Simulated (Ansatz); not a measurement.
Here is an Ansatz 0.2.0 calculation.

input.yaml

```yaml
crystal:
  lattice:
    - [0.0, 3.039, 3.039]
    - [3.039, 0.0, 3.039]
    - [3.039, 3.039, 0.0]
  atoms:
    - { symbol: Hg, position: [0.0, 0.0, 0.0] }
    - { symbol: Se, position: [0.75, 0.75, 0.75] }
kpoints:
  mp_grid: { grid: [6, 6, 6] }
scf:
  occupations: { method: fermi_dirac, width: 0.02 }
hamiltonian:
  xc: pbe
  pseudopotentials: { kind: all_electron, lapw: { basis_error: 0.002 } }
output:
  forces: true
  stress: true
  eigenvalues: true
```

Potentials or basis: all-electron LAPW, scalar-relativistic.

Run with:

```bash
$ ansatz run input.yaml --threads 1 --pin off --max-ram 2560MiB --backend cpu --events-out ev --progress --plain --runs-dir out
```

Predict the band gap on the k mesh.

none (metal or under the smearing width).

What does it give for the pressure?

4.8 GPa.

 Spin-orbit coupling is left out, which matters for the levels of Hg.
